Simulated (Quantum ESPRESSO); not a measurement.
## InPd: band structure with PBEsol

InPd:

```
CELL_PARAMETERS angstrom
3.27188 0.00000 0.00000
0.00000 3.27188 0.00000
0.00000 0.00000 3.27188
ATOMIC_POSITIONS crystal
In 0.00000 0.00000 0.00000
Pd 0.50000 0.50000 0.50000
```

The cell comes from a database or a generator and needn't be the stable form of this composition.

```json
{"Program": "Quantum ESPRESSO 7.5", "Task": "band structure", "Functional": "PBEsol", "Potentials or basis": "GBRV 1.5 PBEsol", "Cutoff": "762 eV", "Density cutoff": "6095 eV", "k mesh": "8 × 8 × 8", "Occupations": "fermi-dirac, width 0.05 eV", "Spin": "no spin polarisation", "Mixing beta": "0.5", "Most SCF iterations": "120", "SCF threshold": "4e-10 Ry"}
```

The pressure is -3.4 GPa. The band gap on the k mesh is none (metal or under the smearing width).

Levels at the corners of the path, in eV from the Fermi level:
```tsv
point	band 10	band 11	band 12	band 13	band 14	band 15	band 16	band 17	band 18	band 19
Γ	-3.71	-3.71	-2.17	-2.17	-2.17	4.27	4.27	4.27	9.42	10.74
X	-5.95	-3.71	-3.17	-3.17	-2.25	-1.02	9.60	9.60	10.13	10.86
M	-3.39	-2.58	-2.58	-2.27	-2.27	-1.59	1.54	2.55	9.56	11.44
Γ	-3.71	-3.71	-2.17	-2.17	-2.17	4.27	4.27	4.27	9.42	10.74
R	-4.78	-4.78	-1.54	-1.54	-0.02	3.89	3.89	3.89	4.48	4.48
X	-5.95	-3.71	-3.17	-3.17	-2.25	-1.02	9.60	9.60	10.13	10.86
M	-3.39	-2.58	-2.58	-2.27	-2.27	-1.59	1.54	2.55	9.56	11.44
R	-4.78	-4.78	-1.54	-1.54	-0.02	3.89	3.89	3.89	4.48	4.48
```

Wall time 25 s on 2 MPI ranks on Arm Neoverse V2, on a shared host, peak memory 0.24 GiB a rank.

Caveat: spin-orbit coupling is left out, which moves the levels of the heavy elements.
